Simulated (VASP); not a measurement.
VASP 6.6.1 run: ZnO

INCAR

```
NSW = 0
PREC = Accurate
ISIF = 2
EDIFF = 1E-7
NELM = 56
GGA = PE
LREAL = Auto
ISMEAR = -1
ENCUT = 520
LCHARG = .FALSE.
IBRION = -1
LASPH = .TRUE.
NBANDS = 16
SIGMA = 0.02
LWAVE = .FALSE.
```

KPOINTS

```
KPOINTS created by Atomic Simulation Environment
0
Gamma
10 10 10
0 0 0
```

POSCAR

```
Zn O
 1.0000000000000000
     0.0000000000000000    2.3813355760000001    2.2763938208000001
     2.3813355760000001    0.0000000000000000    2.2763938208000001
     2.3813355760000001    2.3813355760000001    0.0000000000000000
 Zn  O
   1   1
Cartesian
  0.0000000000000000  0.0000000000000000  0.0000000000000000
  1.1906677880000001  1.1906677880000001  1.1381969104000000
```

The recommended PBE PAW datasets give the neutral cell 18 valence electrons.

Command

```
mpirun -np 1 vasp_std
```

Question: How does this run end, and what does it give?

Answer: It converged. Results: gap between bands v and c on the k mesh 0.49 eV; least direct gap on the k mesh 0.49 eV; pressure -4.9 GPa. Band v is the last that the valence electrons fill when counted band by band, and c is the next.

OSZICAR

```
N       E                     dE             d eps       ncg     rms          rms(c)
DAV:   1     0.986210532509E+02    0.98621E+02   -0.94871E+03  3312   0.158E+03
DAV:   2    -0.458502149938E+01   -0.10321E+03   -0.93895E+02  3664   0.293E+02
DAV:   3    -0.105061385954E+02   -0.59211E+01   -0.58960E+01  3776   0.720E+01
DAV:   4    -0.105395244329E+02   -0.33386E-01   -0.33383E-01  3992   0.561E+00
DAV:   5    -0.105396561644E+02   -0.13173E-03   -0.13173E-03  3936   0.317E-01    0.942E+00
DAV:   6    -0.890674926384E+01    0.16329E+01   -0.32224E+00  5040   0.522E+01    0.573E+00
DAV:   7    -0.891558814650E+01   -0.88389E-02   -0.80605E-01  3736   0.128E+01    0.329E+00
DAV:   8    -0.890538746021E+01    0.10201E-01   -0.13622E-01  3408   0.324E+00    0.681E-01
DAV:   9    -0.889791661892E+01    0.74708E-02   -0.14174E-02  4816   0.212E+00    0.150E-01
DAV:  10    -0.889816931047E+01   -0.25269E-03   -0.36100E-03  3360   0.456E-01    0.635E-02
DAV:  11    -0.889825710847E+01   -0.87798E-04   -0.82088E-05  3872   0.972E-02    0.132E-02
DAV:  12    -0.889826017029E+01   -0.30618E-05   -0.55877E-06  4016   0.254E-02    0.118E-02
DAV:  13    -0.889825910257E+01    0.10677E-05   -0.35805E-06  3872   0.225E-02    0.152E-03
DAV:  14    -0.889825899460E+01    0.10798E-06   -0.28898E-07  3816   0.669E-03    0.323E-04
DAV:  15    -0.889825897183E+01    0.22765E-07   -0.53747E-09  1736   0.141E-03
   1 F= -.88982590E+01 E0= -.88982590E+01  d E =-.552364E-08
```

For comparison, a separate PBE run of the intended cell, on usual settings and not on those above, gives a gap of 0.49 eV on its mesh and a pressure of -4.9 GPa.
